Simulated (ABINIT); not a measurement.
# InP (F-43m) in ABINIT: settings compared

The runs below take InP through single point, with LDA, PBEsol.

Program: ABINIT 10.8.3 (patched build). These are calculated values, not measurements. Logs are shortened: lines on timing, memory, paths and dates and some standing lists are left out, and cuts for length are marked. The log counts tension as positive stress, the text compression.

**Measured values to compare with.**

From a printed reference work, data compilation, for a bulk crystal of InP at 1.6 K: band gap 1.4236 eV (direct).

The runs below are set against these values where they give the same quantity.

## 1. The structure

The structure is cubic, space group F-43m (No. 216). The conventional cell has a = 5.861 Å, b = 5.861 Å, c = 5.861 Å, α = 90.00°, β = 90.00°, γ = 90.00°. Around In (site symmetry -43m) lie 4 P at 2.54 Å. Around P (site symmetry -43m) lie 4 In at 2.54 Å.

## 2. Single point, LDA

run.abi reads:

```
# Pseudopotentials
pp_dirpath "./"
pseudos "In.upf, P.upf"

# Structure
acell 3*1.0 Angstrom
rprim
     0.0000000000     2.9305000000     2.9305000000
     2.9305000000     0.0000000000     2.9305000000
     2.9305000000     2.9305000000     0.0000000000
ntypat 2
znucl 49 15
natom 2
typat 1 2
xred
     0.0000000000     0.0000000000     0.0000000000
     0.7500000000     0.7500000000     0.7500000000

# Plane-wave basis
ecut 31.0

# k points
kptopt 1
ngkpt 6 6 6
nshiftk 1
shiftk 0.0 0.0 0.0

# Exchange and correlation
ixc 7

# Bands and occupations
nband 13
occopt 3
tsmear 0.05 eV

# SCF cycle
nstep 100
tolvrs 1.0e-10

# Output
iomode 3
prtwf 0
prtden 0
prteig 0
prtebands 0
enunit 1
prtvol 2
```

Potentials or basis: PseudoDojo NC SR LDA v0.4.1 standard.

Run with:

```bash
$ mpirun --bind-to none -np 4 abinit run.abi > log 2>&1
```

run.abo:

```text
.Version 10.8.3 of ABINIT
 Symmetries : space group F-4 3 m (#216); Bravais cF (face-center cubic)
================================================================================
 Values of the parameters that define the memory need of the present run
     intxc =       0    ionmov =       0      iscf =       7    lmnmax =       6
     lnmax =       6     mgfft =      40  mpssoang =       3    mqgrid =    3001
     natom =       2  nloc_mem =       1    nspden =       1   nspinor =       1
    nsppol =       1      nsym =      24    n1xccc =    2501    ntypat =       2
    occopt =       3   xclevel =       1
       mpw =        2822          nfft =       64000          nkpt =          16
================================================================================
================================================================================

--------------------------------------------------------------------------------
------------- Echo of variables that govern the present computation ------------
--------------------------------------------------------------------------------
 -outvars: echo values of preprocessed input variables --------
            acell      1.8897261259E+00  1.8897261259E+00  1.8897261259E+00 Bohr
              amu      1.14820000E+02  3.09737620E+01
             ecut      3.10000000E+01 Hartree
           enunit           1
              ixc           7
         kptrlatt        6    0    0      0    6    0      0    0    6
          kptrlen      4.69901511E+01
            natom           2
            nband          13
            ngfft          40      40      40
             nkpt          16
            nstep         100
             nsym          24
           ntypat           2
           occopt           3
           prtden           0
        prtebands           0
           prteig           0
           prtvol           2
            prtwf           0
            rprim      0.0000000000E+00  2.9305000000E+00  2.9305000000E+00
                       2.9305000000E+00  0.0000000000E+00  2.9305000000E+00
                       2.9305000000E+00  2.9305000000E+00  0.0000000000E+00
          spgroup         216
           tolvrs      1.00000000E-10
           tsmear      1.83746611E-03 Hartree
            typat      1  2
           xangst      0.0000000000E+00  0.0000000000E+00  0.0000000000E+00
                       4.3957500000E+00  4.3957500000E+00  4.3957500000E+00
            xcart      0.0000000000E+00  0.0000000000E+00  0.0000000000E+00
                       8.3067636180E+00  8.3067636180E+00  8.3067636180E+00
             xred      0.0000000000E+00  0.0000000000E+00  0.0000000000E+00
                       7.5000000000E-01  7.5000000000E-01  7.5000000000E-01
            znucl       49.00000   15.00000

================================================================================

 chkinp: Checking input parameters for consistency.

[... 179 lines left out ...]
   3.99176    5.93029    8.65904    8.70998    8.70998
 kpt#   3, nband= 13, wtk=  0.03704, kpt=  0.3333  0.0000  0.0000 (reduced coord)
 -10.00789   -9.88549   -9.88549   -9.75824   -9.75824   -6.12190   -0.35582    3.51171
   3.51171    5.76885    9.05911    9.05911   10.41748
 kpt#   4, nband= 13, wtk=  0.01852, kpt=  0.5000  0.0000  0.0000 (reduced coord)
 -10.03537   -9.87867   -9.87867   -9.75134   -9.75134   -5.50559   -1.53826    3.31433
   3.31433    5.61088    9.00393    9.00393   11.22364
 kpt#   5, nband= 13, wtk=  0.02778, kpt=  0.1667  0.1667  0.0000 (reduced coord)
  -9.97166   -9.89236   -9.89236   -9.77607   -9.75612   -6.83575    2.06682    3.47013
   3.47013    6.82383    7.26384    9.47664    9.47664
 kpt#   6, nband= 13, wtk=  0.11111, kpt=  0.3333  0.1667  0.0000 (reduced coord)
 -10.01741   -9.87457   -9.86938   -9.78085   -9.74840   -6.17783    0.26008    2.75983
[... 16 lines left out ...]
 kpt#  12, nband= 13, wtk=  0.05556, kpt= -0.3333  0.3333  0.0000 (reduced coord)
 -10.05868   -9.85679   -9.83763   -9.77950   -9.75277   -4.98729   -1.28988    0.84914
   2.60618    6.76571    9.29037   11.00501   11.23832
 kpt#  13, nband= 13, wtk=  0.01389, kpt=  0.5000  0.5000  0.0000 (reduced coord)
 -10.10162   -9.81734   -9.81230   -9.81230   -9.72934   -4.83545   -1.57613    1.94653
   1.94653    5.90407    6.41890   13.31404   13.71588
 kpt#  14, nband= 13, wtk=  0.11111, kpt=  0.5000  0.3333  0.1667 (reduced coord)
 -10.04828   -9.86328   -9.84444   -9.78503   -9.74673   -5.48206   -0.68814    1.54035
   2.55215    7.74156    7.94714    9.22985   11.67246
 kpt#  15, nband= 13, wtk=  0.11111, kpt= -0.3333  0.3333  0.1667 (reduced coord)
 -10.05758   -9.86393   -9.83351   -9.77938   -9.75147   -4.98612   -1.33103    1.14235
   2.18449    7.83554    8.44751    9.88602   11.59703
 kpt#  16, nband= 13, wtk=  0.05556, kpt= -0.3333  0.5000  0.1667 (reduced coord)
 -10.07713   -9.84539   -9.82085   -9.79395   -9.74300   -4.77431   -1.46837    1.44707
   1.46302    7.45319    7.80132   10.96211   11.23356
 Total charge density [el/Bohr^3]
)     Maximum=    1.0819E+00  at reduced coord.    0.0500    0.0500    0.8750
)Next maximum=    1.0819E+00  at reduced coord.    0.0250    0.0500    0.8750
)     Minimum=    3.4752E-04  at reduced coord.    0.0000    0.0000    0.0000
)Next minimum=    1.0143E-03  at reduced coord.    0.7500    0.7500    0.7500
   Integrated=    1.8000E+01

--- !EnergyTerms
iteration_state     : {dtset: 1, }
comment             : Components of total free energy in Hartree
kinetic             :  4.42136923791767E+01
hartree             :  1.83531136282969E+01
xc                  : -2.17802367101311E+01
Ewald energy        : -4.48602020677458E+01
psp_core            :  1.71031518961312E+00
local_psp           : -5.71482447522035E+01
non_local_psp       : -1.37067382618615E+01
internal            : -7.32183005948551E+01
'-kT*entropy'       : -2.74727378516609E-06
total_energy        : -7.32183033421289E+01
total_energy_eV     : -1.99237153251807E+03
band_energy         : -3.72285992991085E+00
...

 Cartesian components of stress tensor (hartree/bohr^3)
  sigma(1 1)=  6.52632035E-05  sigma(3 2)=  0.00000000E+00
  sigma(2 2)=  6.52632035E-05  sigma(3 1)=  0.00000000E+00
  sigma(3 3)=  6.52632035E-05  sigma(2 1)=  0.00000000E+00

-Cartesian components of stress tensor (GPa)         [Pressure= -1.9201E+00 GPa]
- sigma(1 1)=  1.92010974E+00  sigma(3 2)=  0.00000000E+00
- sigma(2 2)=  1.92010974E+00  sigma(3 1)=  0.00000000E+00
- sigma(3 3)=  1.92010974E+00  sigma(2 1)=  0.00000000E+00

== END DATASET(S) ==============================================================
================================================================================

 -outvars: echo values of variables after computation  --------
            acell      1.8897261259E+00  1.8897261259E+00  1.8897261259E+00 Bohr
           etotal     -7.3218303342E+01
            fcart     -1.8993219056E-31  1.8993219056E-31 -1.8993219056E-31
                       1.8993219056E-31 -1.8993219056E-31  1.8993219056E-31
            rprim      0.0000000000E+00  2.9305000000E+00  2.9305000000E+00
                       2.9305000000E+00  0.0000000000E+00  2.9305000000E+00
                       2.9305000000E+00  2.9305000000E+00  0.0000000000E+00
           strten      6.5263203502E-05  6.5263203502E-05  6.5263203502E-05
                       0.0000000000E+00  0.0000000000E+00  0.0000000000E+00
           xangst      0.0000000000E+00  0.0000000000E+00  0.0000000000E+00
                       4.3957500000E+00  4.3957500000E+00  4.3957500000E+00
             xred      0.0000000000E+00  0.0000000000E+00  0.0000000000E+00
                       7.5000000000E-01  7.5000000000E-01  7.5000000000E-01
 Calculation completed.
```

Wall time 9.6 s (4 MPI ranks of Arm Neoverse N1, shared host); peak memory 0.28 GiB.

Results:

```
Free energy                                           : -1992.3715 eV
Band gap on the k mesh                                : 0.48 eV, direct
Valence electrons inside the program's atomic spheres : In 9.93; P 2.77
```

Caveat: the cutoff is too short for stress, so the log's stress isn't used; spin-orbit coupling is left out, which moves the levels of the heavy elements.

## 3. Single point, PBEsol

run.abi: that of step 2 with these lines changed.

```diff
@@ -14,8 +14,8 @@
 typat 1 2
-xred
+xcart
      0.0000000000     0.0000000000     0.0000000000
-     0.7500000000     0.7500000000     0.7500000000
+     4.3957500000     4.3957500000     4.3957500000 Angstrom
 
 # Plane-wave basis
-ecut 31.0
+ecut 37.0
 
@@ -28,8 +28,8 @@
 # Exchange and correlation
-ixc 7
+ixc -116133
 
 # Bands and occupations
-nband 13
+nband 17
 occopt 3
-tsmear 0.05 eV
+tsmear 0.00183747
 
@@ -42,3 +42,2 @@
 prtwf 0
-prtden 0
 prteig 0
@@ -46,2 +45,6 @@
 enunit 1
-prtvol 2
+prtden 1
+prtvha 1
+prtvclmb 1
+prtpot 1
+prtelf 1
```

Potentials or basis: PseudoDojo NC SR PBEsol v0.4 stringent.

Run with:

```bash
$ abinit run.abi > log 2>&1
```

run.abo:

```text
.Version 10.8.3 of ABINIT
 Symmetries : space group F-4 3 m (#216); Bravais cF (face-center cubic)
================================================================================
 Values of the parameters that define the memory need of the present run
     intxc =       0    ionmov =       0      iscf =       7    lmnmax =       6
     lnmax =       6     mgfft =      45  mpssoang =       3    mqgrid =    3001
     natom =       2  nloc_mem =       1    nspden =       1   nspinor =       1
    nsppol =       1      nsym =      24    n1xccc =    2501    ntypat =       2
    occopt =       3   xclevel =       2
       mpw =        3675          nfft =       91125          nkpt =          16
================================================================================
================================================================================

--------------------------------------------------------------------------------
------------- Echo of variables that govern the present computation ------------
--------------------------------------------------------------------------------
 -outvars: echo values of preprocessed input variables --------
            acell      1.8897261259E+00  1.8897261259E+00  1.8897261259E+00 Bohr
              amu      1.14820000E+02  3.09737620E+01
             ecut      3.70000000E+01 Hartree
           enunit           1
              ixc     -116133
         kptrlatt        6    0    0      0    6    0      0    0    6
          kptrlen      4.69901511E+01
            natom           2
            nband          17
            ngfft          45      45      45
             nkpt          16
            nstep         100
             nsym          24
           ntypat           2
           occopt           3
        prtebands           0
           prteig           0
           prtelf           1
           prtpot           1
         prtvclmb           1
           prtvha           1
            prtwf           0
            rprim      0.0000000000E+00  2.9305000000E+00  2.9305000000E+00
                       2.9305000000E+00  0.0000000000E+00  2.9305000000E+00
                       2.9305000000E+00  2.9305000000E+00  0.0000000000E+00
          spgroup         216
           tolvrs      1.00000000E-10
           tsmear      1.83747000E-03 Hartree
            typat      1  2
           xangst      0.0000000000E+00  0.0000000000E+00  0.0000000000E+00
                       4.3957500000E+00  4.3957500000E+00  4.3957500000E+00
[... 128 lines left out ...]
    2       0.000000000000      0.000000000000      0.000000000000

 cartesian coordinates (angstrom) at end:
    1      0.00000000000000     0.00000000000000     0.00000000000000
    2      4.39575000000000     4.39575000000000     4.39575000000000

 cartesian forces (hartree/bohr) at end:
    1      0.00000000000000     0.00000000000000    -0.00000000000000
    2     -0.00000000000000    -0.00000000000000     0.00000000000000
 frms,max,avg= 4.6552634E-29 7.2933961E-29   0.000E+00  0.000E+00  0.000E+00 h/b

 cartesian forces (eV/Angstrom) at end:
    1      0.00000000000000     0.00000000000000    -0.00000000000000
    2     -0.00000000000000    -0.00000000000000     0.00000000000000
 frms,max,avg= 2.3938327E-27 3.7504151E-27   0.000E+00  0.000E+00  0.000E+00 e/A
 length scales=  1.889726125908  1.889726125908  1.889726125908 bohr
              =  1.000000000000  1.000000000000  1.000000000000 angstroms
 Fermi (or HOMO) energy (eV) =   5.25199   Average Vxc (eV)=  -9.67956
 Eigenvalues (   eV  ) for nkpt=  16  k points:
 kpt#   1, nband= 17, wtk=  0.00463, kpt=  0.0000  0.0000  0.0000 (reduced coord)
-109.95851  -68.47577  -68.47577  -68.47577   -9.25526   -9.25526   -9.25526   -9.10095
  -9.10095   -6.62817    4.91890    4.91890    4.91890    5.52946    8.92931    8.92931
   8.92931
 prteigrs : prtvol=0 or 1, do not print more k-points.

--- !EnergyTerms
iteration_state     : {dtset: 1, }
comment             : Components of total free energy in Hartree
kinetic             :  7.01189040196060E+01
hartree             :  7.43905697595532E+01
xc                  : -2.99276774145605E+01
Ewald energy        : -1.04054616797132E+02
psp_core            :  3.14800110026887E+00
local_psp           : -2.04010561639967E+02
non_local_psp       : -1.58866761685756E+01
internal            : -2.06222057140807E+02
'-kT*entropy'       : -9.41702030204294E-07
total_energy        : -2.06222058082509E+02
total_energy_eV     : -5.61158807492428E+03
band_energy         : -2.64731985617985E+01
...

 Cartesian components of stress tensor (hartree/bohr^3)
  sigma(1 1)= -2.04997262E-06  sigma(3 2)=  0.00000000E+00
  sigma(2 2)= -2.04997262E-06  sigma(3 1)=  0.00000000E+00
  sigma(3 3)= -2.04997262E-06  sigma(2 1)=  0.00000000E+00

-Cartesian components of stress tensor (GPa)         [Pressure=  6.0312E-02 GPa]
- sigma(1 1)= -6.03122766E-02  sigma(3 2)=  0.00000000E+00
- sigma(2 2)= -6.03122766E-02  sigma(3 1)=  0.00000000E+00
- sigma(3 3)= -6.03122766E-02  sigma(2 1)=  0.00000000E+00

== END DATASET(S) ==============================================================
================================================================================

 -outvars: echo values of variables after computation  --------
            acell      1.8897261259E+00  1.8897261259E+00  1.8897261259E+00 Bohr
           etotal     -2.0622205808E+02
            fcart      2.4311320392E-29  2.4311320392E-29 -7.2933961176E-29
                      -2.4311320392E-29 -2.4311320392E-29  7.2933961176E-29
            rprim      0.0000000000E+00  2.9305000000E+00  2.9305000000E+00
                       2.9305000000E+00  0.0000000000E+00  2.9305000000E+00
                       2.9305000000E+00  2.9305000000E+00  0.0000000000E+00
           strten     -2.0499726158E-06 -2.0499726158E-06 -2.0499726158E-06
                       0.0000000000E+00  0.0000000000E+00  0.0000000000E+00
           xangst      0.0000000000E+00  0.0000000000E+00  0.0000000000E+00
                       4.3957500000E+00  4.3957500000E+00  4.3957500000E+00
             xred      0.0000000000E+00  0.0000000000E+00  0.0000000000E+00
                       7.5000000000E-01  7.5000000000E-01  7.5000000000E-01
 Calculation completed.
```

Run time: 39 s. Hardware: 1 thread of Arm Neoverse V1, shared host; peak memory 0.09 GiB.

What came out:

```
Free energy                                           : -5611.5881 eV
Pressure                                              : 0.1 GPa
Band gap on the k mesh                                : 0.61 eV, direct
Valence electrons inside the program's atomic spheres : In 17.85; P 2.74
```

Levels at points of the mesh, in eV from the valence-band top:
```
           k point  band 11  band 12  band 13  band 14  band 15  band 16
(0.00, 0.00, 0.00)     0.00     0.00     0.00     0.61     4.01     4.01
(0.50, 0.00, 0.00)    -5.80    -0.98    -0.98     1.40     4.73     4.73
(0.50, 0.50, 0.00)    -5.82    -2.35    -2.35     1.63     2.16     9.10
```

Caveat: spin-orbit coupling is left out, which moves the levels of the heavy elements.

## 4. Single point, PBEsol

run.abi reads:

```
pp_dirpath "./"
pseudos "In.upf, P.upf"

acell 3*1.0
rprim
     0.0000000000     5.5378424082     5.5378424082
     5.5378424082     0.0000000000     5.5378424082
     5.5378424082     5.5378424082     0.0000000000
ntypat 2
znucl 49 15
natom 2
typat 1 2
xcart
     0.0000000000     0.0000000000     0.0000000000
     4.3957500000     4.3957500000     4.3957500000 Angstrom

ecut 31.0

kptopt 1
ngkpt 6 6 6
nshiftk 1
shiftk 0.0 0.0 0.0

ixc -116133

nband 13
occopt 3
tsmear 0.00183747

nstep 100
tolvrs 1.0e-10

iomode 3
prtwf 0
prtden 0
prteig 0
prtebands 0
enunit 1
```

Potentials or basis: PseudoDojo NC SR PBEsol v0.4.1 standard.

Run with:

```bash
$ abinit run.abi > log 2>&1
```

Run time: 22 s. Hardware: 1 thread of Arm Neoverse V1, shared host; peak memory 0.08 GiB.

It converged, with:

- Free energy: -1992.7719 eV
- Pressure: 0.1 GPa
- Band gap on the k mesh: 0.61 eV, direct
- Valence electrons inside the program's atomic spheres: In 9.92; P 2.77

Levels at points of the mesh, in eV from the valence-band top:
| k point | band 7 | band 8 | band 9 | band 10 | band 11 | band 12 |
| --- | --- | --- | --- | --- | --- | --- |
| (0.00, 0.00, 0.00) | 0.00 | 0.00 | 0.00 | 0.61 | 4.01 | 4.01 |
| (0.50, 0.00, 0.00) | -5.80 | -0.98 | -0.98 | 1.40 | 4.73 | 4.73 |
| (0.50, 0.50, 0.00) | -5.82 | -2.35 | -2.35 | 1.63 | 2.16 | 9.11 |

Caveat: spin-orbit coupling is left out, which moves the levels of the heavy elements.

## 5. Summary

| level | potentials or basis | cutoff (eV) | gap on the mesh (eV) | pressure (GPa) |
| --- | --- | --- | --- | --- |
| LDA | PseudoDojo NC SR LDA v0.4.1 standard | 844 | 0.48 | - |
| PBEsol | PseudoDojo NC SR PBEsol v0.4 stringent | 1007 | 0.61 | 0.1 |
| PBEsol | PseudoDojo NC SR PBEsol v0.4.1 standard | 844 | 0.61 | 0.1 |

Alike in all rows: task single point; no spin polarisation; cell as given; k mesh 6 × 6 × 6; smearing fermi-dirac 0.05 eV.

Caveats: spin-orbit coupling is left out, which moves the levels of the heavy elements.

Absolute energies hang on the potentials; compare differences alone.

## 6. Against experiment

Step 2. Measured gap of InP: 1.4236 eV (direct; 1.6 K; a printed reference work, data compilation). This calculation gives 0.48 eV (-0.94 eV). Spin-orbit coupling on In is left out. The value is that of LDA, without temperature or zero-point motion. Semilocal functionals fall short of measured gaps as a rule.

Step 3. Measured gap of InP: 1.4236 eV (direct; 1.6 K; a printed reference work, data compilation). This calculation gives 0.61 eV (-0.81 eV). Spin-orbit coupling on In is left out. The value is that of PBEsol, without temperature or zero-point motion. Semilocal functionals fall short of measured gaps as a rule.

Step 4. Against the measured gap of InP, 1.4236 eV (direct; 1.6 K; a printed reference work, data compilation), the calculated 0.61 eV is off by -0.81 eV. Spin-orbit coupling on In is left out. The value is that of PBEsol, without temperature or zero-point motion. Semilocal functionals fall short of measured gaps as a rule.
